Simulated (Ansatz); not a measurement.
Sn:

```xyz
1
Lattice="-1.8911 1.8978 1.8732 1.8971 -1.9215 1.9029 1.8832 1.9136 -1.8969" Properties=species:S:1:pos:R:3 pbc="T T T"
Sn    0.0000    0.0000    0.0000
```

This isn't the form of Sn at room conditions, which is tetragonal (white tin).

The cell isn't the ideal one: cell sheared at random, sigma 0.01, atoms nudged by 0.01 Å.

```yaml
Program: Ansatz 0.2.0
Task: relaxation of cell and atoms
Functional: BLYP
Potentials_or_basis: Ansatz PAW
Cutoff: "420 eV (not typed: the program's choice for these potentials)"
k_mesh: 10 × 10 × 10
Occupations: fermi-dirac, width 0.05 eV
Spin: no spin polarisation
```

At the start: volume 27.20 Å³/atom.

Problem. How do energy, volume and symmetry change on relaxing?

Solution. It ends after 30 steps and the volume is 30.88 Å³/atom (+13.5 %); space group I4/mmm (No. 139, to 0.05 Å).

Step by step:
| step | energy change (eV) | largest force (eV/Å) | volume (Å³) |
| --- | --- | --- | --- |
| 1 | 0.0000 | 0.0000 | 27.20 |
| 2 | -0.0547 | 0.0000 | 30.52 |
| 3 | -0.0571 | 0.0000 | 30.81 |
| 4 | -0.0659 | 0.0000 | 31.30 |
| 5 | -0.0730 | 0.0000 | 31.19 |
| 6 | -0.0736 | 0.0000 | 30.26 |
| 7 | -0.0748 | 0.0000 | 30.77 |
| 8 | -0.0748 | 0.0000 | 30.74 |
| 9 | -0.0749 | 0.0000 | 30.73 |
| 10 | -0.0749 | 0.0000 | 30.68 |
| 11 | -0.0751 | 0.0000 | 30.66 |
| 12 | -0.0761 | 0.0000 | 30.66 |
| 13 | -0.0762 | 0.0000 | 30.72 |
| 14 | -0.0763 | 0.0000 | 30.69 |
| 15 | -0.0786 | 0.0000 | 30.69 |
| 16 | -0.0791 | 0.0000 | 30.79 |
| 17 | -0.0797 | 0.0000 | 30.79 |
| 18 | -0.0820 | 0.0000 | 30.85 |
| 19 | -0.0845 | 0.0000 | 30.71 |
| 20 | -0.0847 | 0.0000 | 30.91 |
| 21 | -0.0849 | 0.0000 | 30.88 |
| 22 | -0.0855 | 0.0000 | 30.92 |
| 23 | -0.0866 | 0.0000 | 31.00 |
| 24 | -0.0867 | 0.0000 | 30.90 |
| 25 | -0.0868 | 0.0000 | 30.71 |
| 26 | -0.0869 | 0.0000 | 30.86 |
| 27 | -0.0869 | 0.0000 | 30.91 |
| 28 | -0.0869 | 0.0000 | 30.89 |
| 29 | -0.0869 | 0.0000 | 30.88 |
| 30 | -0.0870 | 0.0000 | 30.88 |

Final structure:
```
Sn
1.0
    -1.78523    2.43770    1.78844
     1.78433   -2.43380    1.77536
     1.77942    2.42535   -1.77633
Sn
1
Direct
  0.00000 0.00000 0.00000
```

Caveat: the plane-wave basis is chosen anew once the cell has moved, so the energies of steps on either side of that aren't comparable; the PAW data sets come from PBE, with cores solved anew for the run's functional, which leaves a small shift of forces and pressure.
